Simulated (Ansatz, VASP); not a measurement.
Al2O3 in VASP and in Ansatz

```
Al O
1.0
     2.40443    1.38820    4.37432
    -2.40443    1.38820    4.37432
     0.00000   -2.77640    4.37432
Al O
4 6
Direct
  0.35214 0.35214 0.35214
  0.14786 0.14786 0.14786
  0.64786 0.64786 0.64786
  0.85214 0.85214 0.85214
  0.55616 0.94384 0.25000
  0.25000 0.55616 0.94384
  0.94384 0.25000 0.55616
  0.44384 0.05616 0.75000
  0.75000 0.44384 0.05616
  0.05616 0.75000 0.44384
```

Alike in both runs: functional PBE; k mesh 5 × 5 × 5; no spin polarisation.

Ansatz relaxed the structure, and its values are those at the end. VASP's run is a single point on that final structure, the one shown.

|  | VASP | Ansatz |
| --- | --- | --- |
| version | VASP 6.6.1 | Ansatz 0.2.0 |
| potentials or method | VASP PAW PBE potentials, release 64 (Al, O) | scalar-relativistic, plane waves, PAW |
| plane-wave cutoff (eV) | 520 | 700 |
| occupations | gaussian, width 0.01 eV | fixed |
| valence electrons in the cell | 48 | 48 |

```csv
,VASP,Ansatz,Ansatz less VASP
gap on the k mesh at the Fermi level (eV),5.85,5.85,+0.003
least direct gap on the mesh (eV),5.85,5.85,+0.003
pressure (GPa),-0.1,0.0,+0.14
```
